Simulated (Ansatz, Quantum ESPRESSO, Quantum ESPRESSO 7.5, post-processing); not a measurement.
## Ballistic transmission: 1 layers of Mo in Al(111), on the host's sites

How well does the junction conduct in the ballistic limit? It is: 1 layers of Mo in Al(111), on the host's sites.

Method: plane-wave DFT, PBE, GBRV ultrasoft pseudopotentials (cross-check by Ansatz 0.2.0 with PAW datasets), in Quantum ESPRESSO 7.5.

Most raw output is cut from this account.

**1. The starting structure**

The cell holds 21 atoms: 20 Al and 1 Mo. Cell: a = 2.857 Å, b = 2.857 Å, c = 48.882 Å, α = 90.0°, β = 90.0°, γ = 60.0°. It derives from Al. Regions: left lead, 9 atoms (9 Al); channel, 3 atoms (1 Mo and 2 Al); right lead, 9 atoms (9 Al). The structure is stacked along c, and the current runs across the ab planes.

**2. SCF with pw.x**

One periodic cell holds a stretch of lead, the junction and more lead; the atoms stay as built.

File scf.in:

```
&control
  prefix = 'scf'
  outdir = './out'
  pseudo_dir = './pseudo'
  calculation = 'scf'
  tprnfor = .true.
/
&system
  ibrav = 0
  nat = 21
  ntyp = 2
  ecutwfc = 40
  ecutrho = 200
  occupations = 'smearing'
  smearing = 'mv'
  degauss = 0.01
/
&electrons
  conv_thr = 1e-07
  mixing_beta = 0.25
  electron_maxstep = 120
  mixing_mode = 'local-TF'
/
ATOMIC_SPECIES
  Al  26.9815  al_pbe_v1.uspp.F.UPF
  Mo  95.9500  mo_pbe_v1.uspp.F.UPF
CELL_PARAMETERS angstrom
  2.85671139599365 0.00000000000000 0.00000000000000
  1.42835569799683 2.47398464021101 0.00000000000000
  0.00000000000000 0.00000000000000 48.88228053198228
ATOMIC_POSITIONS crystal
  Al  0.000000000000 0.000000000000 0.000000000000
  Al  0.333333333000 0.333333333000 0.047716576685
  Al  0.666666667000 0.666666667000 0.095433153369
  Al  0.000000000000 0.000000000000 0.143149730054
  Al  0.333333333000 0.333333333000 0.190866306739
  Al  0.666666667000 0.666666667000 0.238582883423
  Al  0.000000000000 0.000000000000 0.286299460108
  Al  0.333333333000 0.333333333000 0.334016036793
  Al  0.666666667000 0.666666667000 0.381732613477
  Mo  0.000000000000 0.000000000000 0.428425134973
  Al  0.333333333000 0.333333333000 0.475117656469
  Al  0.666666667000 0.666666667000 0.522834233153
  Al  0.000000000000 0.000000000000 0.570550809838
  Al  0.333333333000 0.333333333000 0.618267386523
  Al  0.666666667000 0.666666667000 0.665983963207
  Al  0.000000000000 0.000000000000 0.713700539892
  Al  0.333333333000 0.333333333000 0.761417116577
  Al  0.666666667000 0.666666667000 0.809133693261
  Al  0.000000000000 0.000000000000 0.856850269946
  Al  0.333333333000 0.333333333000 0.904566846631
  Al  0.666666667000 0.666666667000 0.952283423315
K_POINTS automatic
  10 10 1 0 0 0
```

Run with:

```console
$ OMP_NUM_THREADS=1 mpirun -n 2 pw.x -nk 2 -in scf.in > scf.out
```

Wall time 4.9 min (2 MPI ranks of Arm Neoverse V2, shared host); peak memory 0.72 GiB; 9.7 min of CPU time.

This step gave:

```
free energy  : -3720.7291 eV
Fermi energy : 8.630 eV
```

The program's own clock; routines nest. Time by routine:

```csv
routine,wall time (s),calls
PWSCF,291.3,1
electrons,285.1,1
c_bands,215.3,51
cegterg,189.7,357
h_psi,142.1,904
fftw,109.4,81270
vloc_psi,98.25,904
sum_band,48.19,51
calbec,32.75,1289
s_psi,21.82,904
add_vuspsi,21.82,904
h_psi:calbec,21.65,904
newd,11.04,52
mix_rho,6.21,51
```

The run needed 51 iterations to bring the estimated error under 1e-07 Ry; the largest force on any atom, held or free, is 0.66 eV/Å.

**3. Transmission with pwcond.x**

prefixt takes both regions from one run: the lead from 0 to bdl, the scattering region from bdl to bds (units of alat). ikind = 1 puts the same lead on both sides. The program's T_tot counts both spins in a run without spin; the tables below give T per spin.

File cond.in:

```
&inputcond
  outdir = './out'
  prefixt = 'scf'
  tran_file = 'cond.dat'
  bdl = 2.4494897419
  bds = 17.1113821993
  ikind = 1
  ewind = 4.0
  epsproj = 1e-05
  nz1 = 7
  energy0 = 0.4
  denergy = -0.4
/
10
  0.00000000 0.00000000 0.01562500
  0.00000000 0.12500000 0.09375000
  0.00000000 0.25000000 0.09375000
  0.00000000 0.37500000 0.09375000
  0.00000000 0.50000000 0.04687500
  0.12500000 0.25000000 0.09375000
  0.12500000 0.37500000 0.18750000
  0.12500000 0.50000000 0.18750000
  0.25000000 0.50000000 0.09375000
  0.25000000 0.62500000 0.09375000
3
```

Run with:

```console
$ OMP_NUM_THREADS=1 mpirun -n 2 pwcond.x -in cond.in > cond.out
```

Wall time 59 s (2 MPI ranks); peak memory 0.2 GiB; 2 min of CPU time.

This step gave:

| Quantity | Value |
| --- | --- |
| lead channels at the Fermi level, one spin | 1.141 |
| transmission at the Fermi level, one spin | 0.5928 |
| conductance | 0.5928 G₀ |

Per spin; mean over the k mesh across the current. Table of open channels, zone mean by energy, zero at the Fermi level:

```csv
energy (eV),"open channels, zone mean"
-0.400,1.33
0.000,1.14
0.400,1.42
```

Per spin; mean over the k mesh across the current. Transmission, zone mean against energy, zero at the Fermi level:

```csv
energy (eV),"transmission, zone mean"
-0.400,0.627
0.000,0.593
0.400,0.881
```

At 0.000 eV; k in fractions of b1, b2. Transmission by k point:

```csv
k1,k2,weight,t,channels
0,0,0.01562,0.147,1
0,0.125,0.09375,0.004353,1
0,0.25,0.09375,0.9202,1
0,0.375,0.09375,1.028,2
0,0.5,0.04688,1.593,2
0.125,0.25,0.09375,0.4714,1
0.125,0.375,0.1875,0.6295,1
0.125,0.5,0.1875,0.4899,1
0.25,0.5,0.09375,0.6871,1
0.25,0.625,0.09375,0.1531,1
```

The program's own clock; routines nest. Time by routine:

```csv
routine,wall time (s),calls
PWCOND,58.36,1
scatter_forw,50.11,60
local,5.31,10
compbs,1.57,30
compbs_2,1.32,30
init,0.64,1
poten,0.07,1
```

The run is unpolarised; a magnetic state was not tried, may lie lower and would change T.

At no point does T exceed the number of channels.

**4. The open system, with ewind = 1.0**

A sensitivity test on the input.

cond.w.in is the input of step 3 with these lines changed:

```diff
@@ -3,3 +3,3 @@
   prefixt = 'scf'
-  tran_file = 'cond.dat'
+  tran_file = 'cond.w.dat'
   bdl = 2.4494897419
@@ -7,3 +7,3 @@
   ikind = 1
-  ewind = 4.0
+  ewind = 1.0
   epsproj = 1e-05
```

Run with:

```console
$ OMP_NUM_THREADS=1 mpirun -n 2 pwcond.x -in cond.w.in > cond.w.out
```

Wall time 42 s (2 MPI ranks); peak memory 0.2 GiB.

The changed values were drawn from a wide range, not chosen for quality; the comparison shows what they did here together.

Beside the run it was changed from:

```csv
quantity,this run,unchanged run,difference
"transmission at the Fermi level, one spin",0.5933,0.5928,5.1e-4
"lead channels at the Fermi level, one spin",1.141,1.141,0
wall time (s),42,59,
```

Over all energies T moves by up to 5.1e-4, at 0 eV.

The physical values in this table move by up to 0.086 %.

**5. The same in Ansatz**

A second code with its own PAW datasets, on the same atoms.

Level of this step: plane-wave DFT, PBE, Ansatz PAW (Ansatz 0.2.0).

File input.yaml:

```yaml
crystal:
  lattice:
    - [2.856711396, 0.0, 0.0]
    - [1.428355698, 2.4739846402, 0.0]
    - [0.0, 0.0, 48.882280532]
  atoms:
    - { symbol: Al, position: [0.0, 0.0, 0.0] }
    - { symbol: Al, position: [0.333333333, 0.333333333, 0.0477165767] }
    - { symbol: Al, position: [0.666666667, 0.666666667, 0.0954331534] }
    - { symbol: Al, position: [0.0, 0.0, 0.1431497301] }
    - { symbol: Al, position: [0.333333333, 0.333333333, 0.1908663067] }
    - { symbol: Al, position: [0.666666667, 0.666666667, 0.2385828834] }
    - { symbol: Al, position: [0.0, 0.0, 0.2862994601] }
    - { symbol: Al, position: [0.333333333, 0.333333333, 0.3340160368] }
    - { symbol: Al, position: [0.666666667, 0.666666667, 0.3817326135] }
    - { symbol: Mo, position: [0.0, 0.0, 0.428425135] }
    - { symbol: Al, position: [0.333333333, 0.333333333, 0.4751176565] }
    - { symbol: Al, position: [0.666666667, 0.666666667, 0.5228342332] }
    - { symbol: Al, position: [0.0, 0.0, 0.5705508098] }
    - { symbol: Al, position: [0.333333333, 0.333333333, 0.6182673865] }
    - { symbol: Al, position: [0.666666667, 0.666666667, 0.6659839632] }
    - { symbol: Al, position: [0.0, 0.0, 0.7137005399] }
    - { symbol: Al, position: [0.333333333, 0.333333333, 0.7614171166] }
    - { symbol: Al, position: [0.666666667, 0.666666667, 0.8091336933] }
    - { symbol: Al, position: [0.0, 0.0, 0.8568502699] }
    - { symbol: Al, position: [0.333333333, 0.333333333, 0.9045668466] }
    - { symbol: Al, position: [0.666666667, 0.666666667, 0.9522834233] }
kpoints:
  mp_grid: { grid: [10, 10, 1] }
hamiltonian:
  xc: pbe
scf:
  occupations: { method: fermi_dirac, width: 0.1 }
  convergence: { dr2_threshold: 1.0e-08 }
output:
  transmission: { leads: [[0, 3]], e_range: [-0.4, 0.4], de: 0.4, kmesh: [8, 8] }
  write_potential: true
  write_density: true
  volumetric_format: npy
```

Run with:

```console
$ ansatz run input.yaml --threads 2 --pin off --max-ram 4096MiB --backend cpu --events-out ev --progress --plain --runs-dir out
```

Wall time 16 s (2 threads); peak memory 0.69 GiB.

Read from the output:

```
free energy                                  : -15706.1877 eV
energy at zero smearing                      : -15706.0200 eV
smearing term TS                             : 0.3354 eV
Fermi energy                                 : 8.574 eV
symmetry operations                          : 12
transmission at the Fermi level, one spin    : 0.5665
step of the lead's Hamiltonian over a period : 7.9 meV
```

Per spin; mean over the k mesh across the current. Table of transmission, zone mean by energy, zero at the Fermi level:

```csv
energy (eV),"transmission, zone mean"
-0.400,0.727
0.000,0.566
0.400,0.841
```

Per spin; mean over the k mesh across the current. Open channels, zone mean against energy, zero at the Fermi level:

```csv
energy (eV),"open channels, zone mean"
-0.400,1.52
0.000,1.14
0.400,1.42
```

Ansatz finds T = 0.566 against pwcond's 0.593.

**6. All levels side by side**

All levels:

```csv
step,T at the Fermi level (per spin),conductance (G0),r.m.s. T(E) from the first,CPU time of the step (s),peak memory (GiB)
Ansatz,0.5665,-,0,30.62,0.692
pwcond,0.5928,0.5928,0.06395,117.7,0.2
"pwcond, changed setting",0.5933,0.5933,0.06419,83.07,0.2
```

Per spin; mean over the k mesh across the current. Table of transmission, zone mean by energy, zero at the Fermi level:

```csv
energy (eV),Ansatz,pwcond,"pwcond, changed setting"
-0.400,0.727,0.627,0.627
0.000,0.566,0.593,0.593
0.400,0.841,0.881,0.881
```

**7. A check by hand**

The Landauer sum over the mesh, Σ w T = 0.1875 × 0.629 + 0.0938 × 1.03 + 0.1875 × 0.49 + … = 0.5928.

G = 0.593 × 77.48 µS = 45.9 µS a cell. Times the area of 7.067 Å², the resistance-area product is A/G = 1.54 fΩ m², the leads' contact resistance included.

Free electrons at 3 an atom (3 atoms in 49.5 Å³) have k_F = 1.753 1/Å and offer A k_F²/4π = 1.73 channels per spin; the lead has 1.14 on this mesh.

**8. What came out**

- conductance from T at the Fermi level, a cell (G₀ = 2e²/h): 0.593 G₀
- conductance per area: 650 S/μm²
- lead channels per spin: 1.14
- the same conductance by Ansatz: 0.566 G₀

**Reading.** The junction conducts 0.593 G₀ a cell at the Fermi level (PBE, GBRV ultrasoft). At the Fermi level the junction passes 52 % of what the leads offer. At the Fermi level pwcond and Ansatz differ by 4.6 %, a close match. The mean rests on 10 distinct points, the heaviest weighing 0.19, and the mesh was not tested, so even the second digit is unsure. Over -0.4 to 0.4 eV, T lies between 0.59 and 0.88 per spin. The geometry is as built, not relaxed, and the leads are short.

[Logs are printed without paths, hosts, clocks, repeated set-up lines and the standing remarks that a program may print on its own settings, such as how far it seeks lower states.]

[Hosts, paths, dates, database ids (printed as entryN), source tags and the programs' standing remarks are cut or masked in the printed files.]

[Maps of the electrostatic potential energy from Ansatz leave out the sawtooth potential of an applied field or a dipole correction, so their vacuum need not be flat; planar profiles and work functions include it.]
